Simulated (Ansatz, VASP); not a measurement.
## SiN: VASP beside Ansatz

INCAR

```
SYSTEM = SiN
ALGO = Normal
EDIFF = 1E-6
EDIFFG = -0.04
ENCUT = 600
GGA = PE
IBRION = 2
ISIF = 3
ISMEAR = 0
ISPIN = 2
LASPH = .True.
LCHARG = .False.
LORBIT = 11
LREAL = .False.
LWAVE = .False.
MAGMOM = 0 0.39
NELM = 150
NSW = 90
PREC = Accurate
SIGMA = 0.1
```

KPOINTS

```
k-points
0
Gamma
  6 6 6
  0 0 0
```

The input POSCAR:

```
SiN
1.0
    2.5972690247      0.0000000000      0.0000000000
    0.0000000000      2.5972690247      0.0000000000
    0.0000000000      0.0000000000      3.4042776146
Si N
1 1
Direct
    0.5000000000      0.5000000000      0.5000000000
    0.0000000000      0.0000000000      0.0000000000
```

Input for Ansatz:

```yaml
crystal:
  lattice:
    - [2.5972690247, 0.0, 0.0]
    - [0.0, 2.5972690247, 0.0]
    - [0.0, 0.0, 3.4042776146]
  atoms:
    - { symbol: Si, position: [0.5, 0.5, 0.5] }
    - { symbol: "N", position: [0.0, 0.0, 0.0], spin: 0.39 }
basis:
  ecutwfc: 420
kpoints:
  mp_grid: { grid: [6, 6, 6] }
hamiltonian:
  xc: pbe
scf:
  occupations: { method: gaussian, width: 0.1 }
  lower_state_search: "off"
output:
  forces: true
  stress: true
  eigenvalues: true
  populations: true
magnetization:
  spin_polarized: true
relax:
  adjacent_minimum: "off"
  f_tol: 0.04
  max_steps: 70
  cell: { stress_tol: 0.4 }
```

Alike in both runs: task relaxation of cell and atoms; functional PBE; k mesh 6 × 6 × 6; occupations gaussian, width 0.1 eV; collinear spin.

```csv
,VASP,Ansatz
version,VASP 6.6.1,Ansatz 0.2.0
potentials or method,"VASP PAW PBE potentials, release 64 (Si, N)","scalar-relativistic, plane waves, PAW"
plane-wave cutoff (eV),600,420
valence electrons in the cell,9,9
```

|  | VASP | Ansatz | Ansatz less VASP |
| --- | --- | --- | --- |
| gap on the k mesh at the Fermi level, each at its own relaxed structure (eV) | none | none | - |
| net moment per atom (μB) | 0.00 | 0.00 | 0.000 |
| relaxed volume (Å³/atom) | 8.93 | 8.95 | +0.019 |
| relaxed cell length with the largest relative difference (Å) | 2.607 | 2.610 | +0.0030 |
| energy change over the relaxation (meV/atom) | -545 | -545 | +0.1 |

A gap of «none» marks a metal or a gap that the smearing closes. Ansatz warned: «seeded_moment_not_kept».

Caveats: the k mesh is coarse (spacing up to 0.40 Å⁻¹), so the values aren't converged; the volume moved by over 15 % at a fixed basis, so the end points are rough (VASP).
